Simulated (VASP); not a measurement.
# LaH3 (Fm-3m) in VASP: further runs

The runs below take LaH3 through single point, with LDA.

Program: VASP 6.6.1. These are calculated values, not measurements. Logs are shortened: lines on timing, memory, paths and dates and some standing lists are left out, and cuts for length are marked.

## Step 1: The crystal as given

It takes space group Fm-3m (No. 225, cubic). Conventional cell: a = 5.573 Å, b = 5.573 Å, c = 5.573 Å, α = 90.00°, β = 90.00°, γ = 90.00°. La (site symmetry m-3m) is surrounded by 8 H at 2.41 Å. H (site symmetry -43m) is surrounded by 4 La at 2.41 Å and 4 H at 2.41 Å. H (site symmetry m-3m) is surrounded by 8 H at 2.41 Å.

The cell comes from a database or a generator and needn't be the stable form of this composition.

## Step 2: Single point, LDA

INCAR

```
PREC = Accurate
ENCUT = 250
EDIFF = 1E-6
ISMEAR = 0
SIGMA = 0.05
LREAL = F
LASPH = T
NELM = 100
ALGO = Normal
ISIF = 2
LWAVE = F
LCHARG = F
GGA = CA
NBANDS = 15
ADDGRID = F
```

KPOINTS

```
regular mesh
0
Gamma
  4 4 4
```

POSCAR

```
LaH3
1.0
    0.0000000000      2.7864794500      2.7864794500
    2.7864794500      0.0000000000      2.7864794500
    2.7864794500      2.7864794500      0.0000000000
La H
1 3
Direct
    0.0010720000     -0.0024160000     -0.0049440000
    0.2532360000      0.2274950000      0.2357170000
    0.7573300000      0.7385030000      0.7643790000
    0.4948670000      0.5128930000      0.4979460000
```

Potentials or basis: VASP PAW LDA potentials, release 64 (La, H).

Command:

```console
cat potpaw_LDA.64/La/POTCAR potpaw_LDA.64/H/POTCAR > POTCAR
mpirun -np 1 vasp_std > vasp.out
```

OUTCAR:

```text
PREC = Accurate
   ENCUT = 250
   EDIFF = 1E-6
   ISMEAR = 0
   LREAL = F
   LASPH = T
   NELM = 100
   ISIF = 2
   GGA = CA

 Found     36 irreducible k-points:

 Following reciprocal coordinates:
            Coordinates               Weight
  0.000000  0.000000  0.000000      1.000000
  0.250000  0.000000  0.000000      2.000000
  0.000000  0.250000  0.000000      2.000000
  0.000000  0.000000  0.250000      2.000000
  0.250000  0.250000  0.250000      2.000000
  0.500000  0.000000  0.000000      1.000000
   k-points           NKPTS =     36   k-points in BZ     NKDIM =     36   number of bands    NBANDS=     15
   number of dos      NEDOS =    301   number of ions     NIONS =      4
   total plane-waves  NPLWV =   8000
   dimension x,y,z NGX =    20 NGY =   20 NGZ =   20
   dimension x,y,z NGXF=    40 NGYF=   40 NGZF=   40
   ions per type =               1   3
   NGX,Y,Z   is equivalent  to a cutoff of   8.44,  8.44,  8.44 a.u.
   NGXF,Y,Z  is equivalent  to a cutoff of  16.87, 16.87, 16.87 a.u.
 SYSTEM =  unknown system
   PREC   = accura    normal or accurate (medium, high low for compatibility)
   ISTART =      0    job   : 0-new  1-cont  2-samecut
   ICHARG =      2    charge: 1-file 2-atom 10-const
   ISPIN  =      1    spin polarized calculation?
   LNONCOLLINEAR =      F non collinear calculations
   LSORBIT =      F    spin-orbit coupling
   LASPH  =      T    aspherical Exc in radial PAW
   ENCUT  =  250.0 eV  18.37 Ry    4.29 a.u.   5.08  5.08  5.08*2*pi/ulx,y,z
   NELM   =    100;   NELMIN=  2; NELMDL= -5     # of ELM steps
   EDIFF  = 0.1E-05   stopping-criterion for ELM
   LREAL  =      F    real-space projection
   EDIFFG = 0.1E-04   stopping-criterion for IOM
   NSW    =      0    number of steps for IOM
   IBRION =     -1    ionic relax: 0-MD 1-quasi-New 2-CG
   NFREE  =      0    steps in history (QN), initial steepest desc. (CG)
   ISIF   =      2    stress and relaxation
   ISYM   =      2    0-nonsym 1-usesym 2-fastsym
   POTIM  = 0.5000    time-step for ionic-motion
   TEBEG  =    0.0;   TEEND  =   0.0 temperature during run
   PSTRESS=    0.0 pullay stress
   NELECT =      14.0000    total number of electrons
   NUPDOWN=      -1.0000    fix difference up-down
   EMIN   =  10.00;   EMAX   =-10.00  energy-range for DOS
   EFERMI =   0.00;   METHOD = LEGACY
   ISMEAR =     0;   SIGMA  =   0.05  broadening in eV -4-tet -1-fermi 0-gaus
   EFERMI_NEDOS =   21; number of points for ismear=-14 and -15
   IALGO  =     38    algorithm
   IMIX   =      4    mixing-type and parameters
     AMIX     =   0.40;   BMIX     =  1.00
     AMIX_MAG =   1.60;   BMIX_MAG =  1.00
  volume/ion in A,a.u.               =      10.82        73.00
  Fermi-wavevector in a.u.,A,eV,Ry     =   1.123876  2.123817 17.185477  1.263097
  Thomas-Fermi vector in A             =   2.260545
   LORBIT       =      0    0 simple, 1 ext, 2 COOP (PROOUT), +10 PAW based schemes
   GGA     = CA    functional components
   LHFCALC =     F    Hartree Fock is set to
   AEXX    =    0.0000 exact exchange contribution
   IVDW    =     0    specifies the selected vdW correction
   LEPSILON=     F    determine dielectric tensor
   LRPA    =     F    only Hartree local field effects (RPA)
 non-spin polarized calculation
 Gauss-broadening in eV      SIGMA  =   0.05
  energy-cutoff  :      250.00
  volume of cell :       43.27
 maximum number of plane-waves:       399
   NGX = 11   NGY = 11   NGZ = 11

 number of electron      13.9999994 magnetization

 Free energy of the ion-electron system (eV)
  ---------------------------------------------------
  ext. energy  EPLUGINS =         0.00000000
  ---------------------------------------------------
  free energy    TOTEN  =       -18.43810908 eV

  energy without entropy =      -18.43650035  energy(sigma->0) =      -18.43730472

 E-fermi :   7.6126     XC(G=0): -10.2967

 val. band max:        6.4251446297   @ k =   0.2500   0.2500   0.2500
 cond. band min:       7.6345268508   @ k =   0.0000   0.5000   0.0000
 fundamental gap:      1.2093822211
 Fermi energy:         7.6125828749

 k-point     1 :       0.0000    0.0000    0.0000
  band No.  band energies     occupation
      1     -25.6208      2.00000
      2      -8.9077      2.00000
      3      -8.9060      2.00000
      4      -8.9026      2.00000
      5      -0.4313      2.00000
      6       4.7042      2.00000
      7       7.6472      0.32769
      8       7.8388      0.00000
      9       7.8500      0.00000
     10       8.3870      0.00000
     11       8.7398      0.00000
     12       8.7429      0.00000
     13       8.7486      0.00000
     14       9.3308      0.00000
     15       9.3318      0.00000

 k-point     2 :       0.2500    0.0000    0.0000
  band No.  band energies     occupation
      1     -25.5561      2.00000
      2      -9.5508      2.00000
      3      -8.9725      2.00000
      4      -8.9699      2.00000
      5       0.8257      2.00000
      6       3.5502      2.00000
      7       6.2907      2.00000
      8       7.9613      0.00000
      9       7.9806      0.00000
     10       8.7129      0.00000
     11       8.7211      0.00000
     12       9.0597      0.00000
     13       9.2813      0.00000
     14       9.2868      0.00000
     15       9.3376      0.00000

 k-point     3 :       0.0000    0.2500    0.0000
  band No.  band energies     occupation
      1     -25.5563      2.00000
      2      -9.5486      2.00000
      3      -8.9721      2.00000
      4      -8.9692      2.00000
      5       0.8109      2.00000
      6       3.5686      2.00000
      7       6.2681      2.00000
      8       7.9563      0.00000
      9       7.9780      0.00000
     10       8.7165      0.00000
     11       8.7235      0.00000
     12       9.0621      0.00000
     13       9.2798      0.00000
     14       9.2858      0.00000
     15       9.3383      0.00000

 k-point     4 :       0.0000    0.0000    0.2500
  band No.  band energies     occupation
      1     -25.5567      2.00000
      2      -9.5429      2.00000
      3      -8.9709      2.00000
      4      -8.9687      2.00000
      5       0.7817      2.00000
      6       3.6015      2.00000
      7       6.2204      2.00000
      8       7.9492      0.00000
      9       7.9670      0.00000
     10       8.7198      0.00000
     11       8.7254      0.00000
     12       9.0725      0.00000
     13       9.2769      0.00000
     14       9.2818      0.00000
     15       9.3412      0.00000

 k-point     5 :       0.2500    0.2500    0.2500
  band No.  band energies     occupation
      1     -25.5551      2.00000
      2      -9.5681      2.00000
      3      -8.9735      2.00000
      4      -8.9723      2.00000
      5       0.9153      2.00000
      6       3.4492      2.00000
      7       6.4251      2.00000
      8       7.9960      0.00000
      9       8.0044      0.00000
     10       8.7076      0.00000
     11       8.7109      0.00000
     12       9.0196      0.00000
     13       9.2946      0.00000
     14       9.2967      0.00000
     15       9.3284      0.00000

 k-point     6 :       0.5000    0.0000    0.0000
  band No.  band energies     occupation
      1     -25.4900      2.00000
      2     -10.1011      2.00000
      3      -9.0362      2.00000
      4      -9.0350      2.00000
      5       1.5757      2.00000
      6       3.6352      2.00000
      7       5.5127      2.00000
      8       7.6427      0.39473
      9       7.6868      0.03574
     10       8.8175      0.00000
     11       8.8204      0.00000
     12       9.2204      0.00000
     13       9.2245      0.00000
     14       9.2298      0.00000
     15       9.3449      0.00000

 [... further k-points ...]

------------------------ aborting loop because EDIFF is reached ----------------------------------------

  FORCE on cell =-STRESS in cart. coord.  units (eV):
  Direction    XX          YY          ZZ          XY          YZ          ZX
  --------------------------------------------------------------------------------------
  -------------------------------------------------------------------------------------
  Total       -1.7845639     -1.7938044     -1.8143494      0.1183555      0.1761571      0.1658280
  in kB      -66.0762141    -66.4183592    -67.1790696      4.3822923      6.5224880      6.1400348
  external PRESSURE =     -66.5578810 kB  Pullay stress =       0.0000000 kB

 VOLUME and BASIS-vectors are now :
 -----------------------------------------------------------------------------
  energy-cutoff  :      250.00
  volume of cell :       43.27
      direct lattice vectors                 reciprocal lattice vectors
     0.000000000  2.786479450  2.786479450    -0.179437892  0.179437892  0.179437892
     2.786479450  0.000000000  2.786479450     0.179437892 -0.179437892  0.179437892
     2.786479450  2.786479450  0.000000000     0.179437892  0.179437892 -0.179437892

 POSITION                                       TOTAL-FORCE (eV/Angst)
 -----------------------------------------------------------------------------------
      5.55245      2.77569      2.78273        -0.147425      0.065540     -0.123010
      1.29073      1.36246      1.33955         0.281231      0.092766      0.171584
      4.18775      4.24021      4.16811        -0.061718     -0.208700      0.009733
      2.81668      2.76645      2.80810        -0.072089      0.050394     -0.058307
 -----------------------------------------------------------------------------------
    total drift:                               -0.000618     -0.000298     -0.000156

  FREE ENERGIE OF THE ION-ELECTRON SYSTEM (eV)
  ---------------------------------------------------
  free  energy   TOTEN  =       -18.4381090847 eV

  energy  without entropy=      -18.4365003479  energy(sigma->0) =      -18.43730472
```

Wall time 9.2 s (1 thread of Intel Xeon Platinum 8488C (Sapphire Rapids), shared host); peak memory 0.12 GiB.

These settings aren't checked as converged: the numbers below hold their error.

Results:

```
Free energy            : -18.4381 eV
Largest force          : 0.342 eV/Å
Band gap on the k mesh : none (metal or under the smearing width)
```

Caveat: the k mesh is coarse (spacing up to 0.49 Å⁻¹), so the values aren't converged; the cutoff is under 1.25 times the usual one of these potentials, so pressure, stress and relaxed cells hold a basis-set (Pulay) error.

## Step 3: Single point, LDA

Changes to INCAR since step 2:

```diff
@@ -1,3 +1,3 @@
 PREC = Accurate
-ENCUT = 250
+ENCUT = 450
 EDIFF = 1E-6
```

KPOINTS

```
regular mesh
0
Gamma
  3 3 3
```

POSCAR

```
LaH3
1.0
    0.0000000000      2.7864794500      2.7864794500
    2.7864794500      0.0000000000      2.7864794500
    2.7864794500      2.7864794500      0.0000000000
La H
1 3
Direct
    0.0000000000      0.0000000000      0.0000000000
    0.2500000000      0.2500000000      0.2500000000
    0.7500000000      0.7500000000      0.7500000000
    0.5000000000      0.5000000000      0.5000000000
```

Potentials or basis: VASP PAW LDA potentials, release 64 (La, H).

Command:

```console
cat potpaw_LDA.64/La/POTCAR potpaw_LDA.64/H/POTCAR > POTCAR
mpirun -np 1 vasp_std > vasp.out
```

It took 6.6 s on 1 thread of Intel Xeon Platinum 8488C (Sapphire Rapids), shared host; peak memory 0.14 GiB.

These settings aren't checked as converged: the numbers below hold their error.

Results:

```yaml
Free_energy: -18.3591 eV
Pressure: -3.6 GPa
Band_gap_on_the_k_mesh: none (metal or under the smearing width)
```

Caveat: the k mesh is coarse (spacing up to 0.65 Å⁻¹), so the values aren't converged.

[end of part 1 of 2]
